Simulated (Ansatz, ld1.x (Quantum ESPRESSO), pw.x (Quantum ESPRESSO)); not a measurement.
Mn: does the RRKJ potential hold in the solid?

manganese, norm-conserving RRKJ (Kleinman–Bylander form), made with ld1.x (Quantum ESPRESSO) 7.5 (PBE, scalar-relativistic). Core [Ar], reference 3d5 4s2 4p0. Waves: 4p (bound, empty): rc 3.92 bohr; 3d (bound): rc 1.50 bohr; 4s (bound): rc 1.85 bohr. Local part: the s channel. Core correction: a·sin(br)/r model core, default radius (core density twice the valence density). rho0 = 0.005.

Atomic tests: cutoffs needed: 80 Ry and 110 Ry (the cutoffs (Ry, on a coarse ladder) from which the occupation-weighted sum of valence levels, in a spherical-Bessel basis at the reference potential, stays within 10 and 1 mRy of its value at 400 Ry); ghost test: no extra level below or beside the all-electron valence levels (p, d, s, f tested) (spherical-Bessel basis up to 400 Ry, 20 bohr box); largest excitation error: -478 meV (all-electron minus pseudo) for 3d4 4s0 4p0, out of 7 test configurations.

Crystal test: diamond Mn in pw.x 7.5, no spin, 9³ k-points, Fermi–Dirac smearing 0.01 Ry, cutoffs 135/540 Ry. The reference is all-electron LAPW (Ansatz 0.2.0) with the same functional, mesh and smearing; V0 and B0 come from Birch–Murnaghan fits to the pressures at five volumes. Errors are pseudo minus all-electron; Δ is the rms difference of the E(V) curves that follow from these fits, minima aligned, over ±6 % about the mean V0. Mesh and smearing are coarse, so the numbers serve the comparison and aren't converged zero-temperature values; the lattice is a test structure that the element need not adopt. Spin polarisation and strong correlation are left out, which matters for this element.

```tsv
V (Å³/atom)	P all-electron (GPa)	P pseudo (GPa)
14.429	8.26	16.23
14.808	3.88	11.20
15.188	0.04	6.79
15.568	-3.33	2.94
15.947	-6.29	-0.43
```

All-electron: a0 = 4.953 Å (V0 = 15.19 Å³/atom), B0 = 143.7 GPa.

Pseudopotential: mean pressure error (GPa): +6.83; a0 (Å): 5.029; a0 error (%): +1.52; B0 error (%): -6.3; Δ (meV/atom): 21.5. The largest radius (3.92 bohr) exceeds half the bond length (2.03 bohr), so the spheres overlap, which is one possible source of error among others. This is a poor potential for the solid.

At the middle volume, how do free energy and pressure move when the wave cutoff is lowered (ecutrho kept at four times it)?

```csv
cutoff (Ry),shift of F (meV/atom),shift of P (GPa)
61,+1650.1,-128.33
81,+26.9,-0.86
108,+5.6,-0.51
```

The run at the middle volume (35 k-points, 10 iterations) took about 64 s on one core of a shared host (Neoverse-V1, 32 threads, 247 GiB, load 8).
